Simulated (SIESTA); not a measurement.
Runs of SIESTA 5.4.2 on CO2. The structure is tetragonal, space group I-42d (No. 122). The conventional cell has a = 3.949 Å, b = 3.949 Å, c = 6.028 Å, α = 90.00°, β = 90.00°, γ = 90.00°. Around O (site symmetry 2) lie 2 C at 1.40 Å. Around C (site symmetry -4) lie 4 O at 1.40 Å. The cell comes from a database or a generator and needn't be the stable form of this composition.

```tsv
task	level	potentials or basis	k mesh	gap on the mesh (eV)	pressure (GPa)	V0 of scaled cells (Å³/atom)	B0 (GPa)	largest force (eV/Å)
equation of state	LDA	PseudoDojo 0.4 standard (LDA files), DZP (energy shift 0.003 Ry)	7 × 7 × 7	-	-	(a)	285	-
band structure	LDA	PseudoDojo 0.4 standard (LDA files), DZP (energy shift 0.003 Ry)	9 × 9 × 9	7.39	-9.5	-	-	0.01
band structure	PBEsol	PseudoDojo 0.4 standard (PBEsol files), DZP (energy shift 0.003 Ry)	9 × 9 × 9	7.50	(b)	-	-	0.28
equation of state	PBEsol	PseudoDojo 0.4 standard (PBEsol files), DZP (energy shift 0.003 Ry)	7 × 7 × 7	-	-	7.76	(c)	-
```

Alike in all rows: no spin polarisation; cell as given; smearing fermi-dirac 0.05 eV; grid cutoff 800 Ry; energy shift 0.003 Ry.

Problem. Estimate the missing entries.

Solution. (a) 7.56; (b) -2.7; (c) 264.

Caveats: the basis of atomic orbitals isn't converged, which shifts pressures, moduli and gaps; the cell was scaled at fixed shape and fractional positions, which overstates the stiffness of a crystal with free parameters, most of all of layers and chains (some runs).

